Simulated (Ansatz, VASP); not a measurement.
# ZnSe (ZnSe(110)) in two plane-wave programs, part 3 of 3

One calculation is typed for both programs; each brings its own data sets and cutoff. How far apart do they land?  The structure shown is the end of the VASP relaxation below.

VASP 6.6.1 and Ansatz 0.2.0.

So far: The structure; VASP: relaxation, PBE; Ansatz: single point, PBE; Side by side; VASP: band structure, PBE.

### 5. VASP: band structure, PBE (continued)

Level of this step: PBE; plane waves and PAW (Zn, Se) (VASP).

Numbers of over 12 decimals in the logs are rounded to 6 here.

Parts of OUTCAR (step 5):

```text
  Total       -1.1813085     -0.5855669     -0.6029483      0.0000000      0.0000000      0.0000000
  in kB       -2.5268315     -1.2525338     -1.2897129      0.0000000      0.0000000      0.0000000
  external PRESSURE =      -1.6896927 kB  Pullay stress =       0.0000000 kB

 POSITION                                       TOTAL-FORCE (eV/Angst)
 -----------------------------------------------------------------------------------
      0.00000      0.32634      8.46013         0.000000      0.012389     -0.000146
      2.02727      2.77406      9.88797         0.000000      0.009893      0.010022
      0.00000      5.68841     12.07157         0.000000     -0.015165     -0.003580
      2.02727      2.82093     14.04825        -0.000000      0.006373      0.021625
      0.00000      5.71212     16.10907         0.000000     -0.002405     -0.000000
      2.02727      2.82093     18.16989        -0.000000      0.006373     -0.021625
      0.00000      5.68841     20.14657         0.000000     -0.015165      0.003580
      2.02727      2.77406     22.33017         0.000000      0.009893     -0.010022
      0.00000      0.32634     23.75801         0.000000      0.012389      0.000146
      0.00000      4.22211     10.03938         0.000000      0.008788      0.001248
      2.02727      1.46783      7.80146         0.000000     -0.012234      0.010214
      0.00000      4.26143     14.08889        -0.000000     -0.015888     -0.012977
      2.02727      1.39733     12.00687         0.000000      0.007770      0.014803
      0.00000      4.26143     18.12925        -0.000000     -0.015888      0.012977
[...]
-----------------------------------------------------------------------------------
    total drift:                                0.000000      0.004670      0.000052

  FREE ENERGIE OF THE ION-ELECTRON SYSTEM (eV)
  ---------------------------------------------------
  free  energy   TOTEN  =       -53.3630090541 eV

  energy  without entropy=      -53.3630090541  energy(sigma->0) =      -53.36300905

[... 2 parts as in an earlier step ...]

[... 1 further part left out ...]
[key lines of the parts left out:]
E-fermi :  -1.5916
```

### 6. Ansatz: band structure, PBE

The same cell, functional, mesh and smearing now go to Ansatz, which takes its cutoff from its data sets.

The input, input.yaml:

```yaml
crystal:
  lattice:
    - [4.0545351924, 0.0, 0.0]
    - [0.0, 5.7339786582, 0.0]
    - [0.0, 0.0, 32.2181407696]
  atoms:
    - { symbol: Zn, position: [0.0, 0.0569135799, 0.2625891071] }
    - { symbol: Zn, position: [0.5, 0.4837923787, 0.3069069177] }
    - { symbol: Zn, position: [0.0, 0.9920532079, 0.3746824639] }
    - { symbol: Zn, position: [0.5, 0.4919680607, 0.4360354792] }
    - { symbol: Zn, position: [0.0, 0.9961886024, 0.5] }
    - { symbol: Zn, position: [0.5, 0.4919680607, 0.5639645208] }
    - { symbol: Zn, position: [0.0, 0.9920532079, 0.6253175361] }
    - { symbol: Zn, position: [0.5, 0.4837923787, 0.6930930823] }
    - { symbol: Zn, position: [0.0, 0.0569135799, 0.7374108929] }
    - { symbol: Se, position: [0.0, 0.7363317625, 0.311606585] }
    - { symbol: Se, position: [0.5, 0.255988123, 0.2421450286] }
    - { symbol: Se, position: [0.0, 0.7431888966, 0.437296898] }
    - { symbol: Se, position: [0.5, 0.2436933158, 0.3726743486] }
    - { symbol: Se, position: [0.0, 0.7431888966, 0.562703102] }
    - { symbol: Se, position: [0.5, 0.2459527474, 0.5] }
    - { symbol: Se, position: [0.0, 0.7363317625, 0.688393415] }
    - { symbol: Se, position: [0.5, 0.2436933158, 0.6273256514] }
    - { symbol: Se, position: [0.5, 0.255988123, 0.7578549714] }
hamiltonian:
  xc: pbe
  pseudopotentials: { kind: paw }
kpoints:
  mp_grid: { grid: [6, 4, 1] }
  band_path:
    path:
      - [0.0, 0.0, 0.0]
      - [0.07692, 0.0, 0.0]
      - [0.15385, 0.0, 0.0]
      - [0.26923, 0.0, 0.0]
      - [0.34615, 0.0, 0.0]
      - [0.42308, 0.0, 0.0]
      - [0.5, 0.0, 0.0]
      - [0.5, 0.07692, 0.0]
      - [0.5, 0.19231, 0.0]
      - [0.5, 0.26923, 0.0]
      - [0.5, 0.34615, 0.0]
      - [0.5, 0.46154, 0.0]
      - [0.5, 0.5, 0.0]
      - [0.42308, 0.5, 0.0]
      - [0.30769, 0.5, 0.0]
      - [0.23077, 0.5, 0.0]
      - [0.11538, 0.5, 0.0]
      - [0.03846, 0.5, 0.0]
      - [0.0, 0.5, 0.0]
      - [0.0, 0.38462, 0.0]
      - [0.0, 0.30769, 0.0]
      - [0.0, 0.23077, 0.0]
      - [0.0, 0.11538, 0.0]
      - [0.0, 0.03846, 0.0]
      - [0.03846, 0.03846, 0.0]
      - [0.11538, 0.11538, 0.0]
      - [0.19231, 0.19231, 0.0]
      - [0.30769, 0.30769, 0.0]
      - [0.38462, 0.38462, 0.0]
      - [0.5, 0.5, 0.0]
    npoints: 1
scf:
  occupations: { method: gaussian, width: 0.03 }
  n_extra_bands: 15
efield:
  axis: 3
  dipole_correction: true
  ramp_width: 0.04
output:
  forces: true
  eigenvalues: true
```

Run with:

```bash
$ ansatz run input.yaml --threads 8 --pin off --max-ram 18432MiB --backend cpu --events-out ev --progress --plain --runs-dir out
```

The log of the run:

```text
[...]
Crystal: 18 atoms, lattice volume = 749.027 Å³
Basis set: ecut = 420 eV, 14705 PW (Γ), exchange–correlation on 60×80×432 points (8 copies of the dense FFT grid, shifted against one another)
Bands: 141, of which v1, the nominal top of the filled ones, is band 126 counted from 1 (125 counted from 0)
Symmetry: 2 space group operations
[...]
k-point 0: bands = [... 122 lower, 0.8952, 0.9857, 1.0412, 1.1059, 2.5680, 3.2209, 3.8649, 4.2385, ... 11 higher]
  k-point 1: bands = [... 122 lower, 0.7340, 0.7393, 0.7472, 0.7894, 3.6306, 3.6558, 3.7669, 3.9416, ... 11 higher]
  k-point 2: bands = [... 122 lower, 0.3323, 0.3543, 0.4656, 0.4719, 3.6920, 3.7005, 3.9401, 4.0155, ... 11 higher]
  k-point 11: bands = [... 122 lower, 0.1293, 0.1685, 0.3906, 0.4045, 3.6905, 3.8988, 4.1474, 4.7268, ... 11 higher]
[key lines of the parts left out:]
SCF converged after 8 iterations
Free energy (F): -79104.912037 eV
Fermi energy:    1.836942 eV
Dipole field:    D = 0.000002 V/Å  (p = 0.000006 e·Å, saw-weighted, corrected)
Work function:   Φ+ = 4.9391 eV   Φ− = 4.9392 eV
```

Elapsed: 1.8 min, on 8 threads of Arm Neoverse N1, shared host; peak memory 5.4 GiB; 14 min of CPU time.

### 7. Comparison

Both answers:

| quantity | Ansatz | VASP | difference |
| --- | --- | --- | --- |
| gap over the path points (eV) | 1.462 | 1.458 | +0.004 |

Levels at points of the path, from each program's valence-band top (eV; 4 filled, then empty):

| k (reciprocal lattice) | Ansatz | VASP |
| --- | --- | --- |
| 0.000 0.000 0.000 | -0.21 -0.12 -0.07 0.00 1.46 2.12 2.76 | -0.21 -0.12 -0.07 0.00 1.46 2.11 2.75 |
| 0.077 0.000 0.000 | -0.32 -0.32 -0.20 -0.17 1.80 2.36 2.96 | -0.32 -0.32 -0.20 -0.17 1.79 2.35 2.96 |
| 0.154 0.000 0.000 | -0.63 -0.58 -0.37 -0.26 2.37 2.83 3.32 | -0.63 -0.58 -0.37 -0.26 2.37 2.83 3.32 |
| 0.269 0.000 0.000 | -0.96 -0.91 -0.73 -0.40 3.13 3.37 3.37 | -0.96 -0.91 -0.73 -0.40 3.13 3.36 3.37 |
| 0.346 0.000 0.000 | -1.25 -1.09 -0.85 -0.54 3.04 3.08 3.56 | -1.25 -1.09 -0.85 -0.54 3.04 3.07 3.56 |
| 0.423 0.000 0.000 | -1.36 -1.11 -0.94 -0.71 2.78 2.85 3.50 | -1.36 -1.11 -0.94 -0.71 2.77 2.84 3.49 |
| 0.500 0.000 0.000 | -1.36 -1.03 -0.99 -0.83 2.67 2.78 3.39 | -1.36 -1.03 -0.99 -0.83 2.66 2.78 3.38 |
| 0.500 0.077 0.000 | -1.32 -1.03 -0.98 -0.83 2.73 2.81 3.43 | -1.32 -1.03 -0.98 -0.82 2.73 2.80 3.42 |
| 0.500 0.192 0.000 | -1.18 -1.03 -0.93 -0.81 2.97 3.01 3.60 | -1.18 -1.04 -0.93 -0.80 2.96 3.00 3.60 |
| 0.500 0.269 0.000 | -1.07 -1.04 -0.88 -0.78 3.04 3.14 3.33 | -1.07 -1.05 -0.88 -0.78 3.03 3.13 3.33 |

At this near-relaxed geometry the largest component of a force difference is 34 meV/Å. Among the levels compared (up to four filled and three empty ones at each point), filled levels agree within 2 meV and empty ones within 9 meV.

### 8. Outcome

| Property | Result |
| --- | --- |
| difference in gap on the k mesh (single point, PBE) | 0.0044 eV |
| r.m.s. force difference (single point, PBE) | 8.3 meV/Å |
| difference in gap over the path points (band structure, PBE) | 0.0041 eV |
| r.m.s. force difference (band structure, PBE) | 8.3 meV/Å |

What this shows: The r.m.s. force difference is 8.3 meV/Å (single point, PBE), within the 12 meV/Å picked in this series as the mark of a large difference. Differences of this kind measure data sets and numerical settings, not the functional's error against experiment.

[Lines on the potential files, build, host, timing and source positions are cut from VASP's logs without a mark.]

[Logs are printed without paths, hosts, clocks, repeated set-up lines and the standing remarks that a program may print on its own settings, such as how far it seeks lower states.]

[Hosts, paths, dates, database ids (printed as entryN), source tags and the programs' standing remarks are cut or masked in the printed files.]
